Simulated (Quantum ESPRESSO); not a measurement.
## ZrB2 in Quantum ESPRESSO: convergence with SCF threshold

Crystal: ZrB2.

```
CELL_PARAMETERS angstrom
3.17000 0.00000 0.00000
-1.58500 2.74530 0.00000
0.00000 0.00000 3.53300
ATOMIC_POSITIONS crystal
Zr 0.99594 0.99667 0.99811
B 0.66782 0.33114 0.49347
B 0.33797 0.67399 0.50099
```

The cell isn't the ideal one: atoms moved at random, drawn with an rms of 0.02 Å.

| Item | Value |
| --- | --- |
| Program | Quantum ESPRESSO 7.5 |
| Task | single point |
| Functional | PBE |
| Potentials or basis | PseudoDojo 0.5 SR PBE stringent |
| Cutoff | 1034 eV |
| Density cutoff | 4136 eV |
| k mesh | 8 × 8 × 7 |
| Occupations | gaussian, width 0.136 eV |
| Spin | no spin polarisation |

These are the settings of the first run; the series varies SCF threshold, with any setting tied to it.

Hardware: 1 thread of Arm Neoverse V1, on a shared host.

```tsv
SCF threshold	energy less the tightest run, at zero smearing (meV/atom)	pressure (GPa)	largest force (eV/Å)	SCF cycles	CPU time (s)	peak memory (GiB)
0.001 Ry	0.90	2.05	0.417	3	43	0.16
0.0001 Ry	0.04	0.68	0.433	4	59	0.16
1e-05 Ry	0.00	0.92	0.431	5	69	0.16
1e-06 Ry	0.00	0.83	0.430	6	79	0.16
1e-07 Ry	0.00	0.83	0.430	6	80	0.16
1e-08 Ry	0.00	0.84	0.430	7	93	0.16
1e-10 Ry	0.00	0.84	0.430	9	110	0.16
1e-12 Ry	0.00	0.84	0.430	10	120	0.16
```

Against the tightest run, the energy stays within 1 meV/atom from 0.001 Ry on; the pressure stays within 0.1 GPa from 1e-05 Ry on; the largest force stays within 0.005 eV/Å from 0.0001 Ry on. The tightest run that finished is the yardstick and may itself not be fully converged.
